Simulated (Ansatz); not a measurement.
Palladium (omega (AlB2-type)) across density functionals

All rows: Ansatz, plane waves with scalar-relativistic PAW, 420 eV (500 eV for the SCAN forms), relaxed under each functional, no dispersion correction, no zero-point motion. B₀ comes from uniform scaling at fixed shape; a dash is a value not given.

| functional | V (Å³/atom) | cell | B₀ (GPa) | magnetic state | ΔE to fcc (meV/atom) |
| --- | --- | --- | --- | --- | --- |
| PBE | 15.70 | a = 4.504 Å, c = 2.680 Å (c/a = 0.595) | 159 | spin not included | 107 |
| r²SCAN | 15.27 | a = 4.468 Å, c = 2.649 Å (c/a = 0.593) | 174 | ferromagnetic, net 0.25 μB per atom | 117 |
| PBEsol | 14.89 | a = 4.426 Å, c = 2.634 Å (c/a = 0.595) | 193 | spin not included | 127 |
| LDA | 14.47 | a = 4.384 Å, c = 2.608 Å (c/a = 0.595) | 216 | spin not included | 134 |
| revPBE | 16.03 | a = 4.535 Å, c = 2.699 Å (c/a = 0.595) | 145 | spin not included | 101 |
| RPBE | 16.17 | a = 4.548 Å, c = 2.707 Å (c/a = 0.595) | 139 | spin not included | 99 |
| BLYP | 16.73 | a = 4.605 Å, c = 2.734 Å (c/a = 0.594) | 127 | spin not included | 82 |

LDA gives the smallest volume and BLYP the largest.

Real palladium is paramagnetic; a moment here is an artefact of the functional.
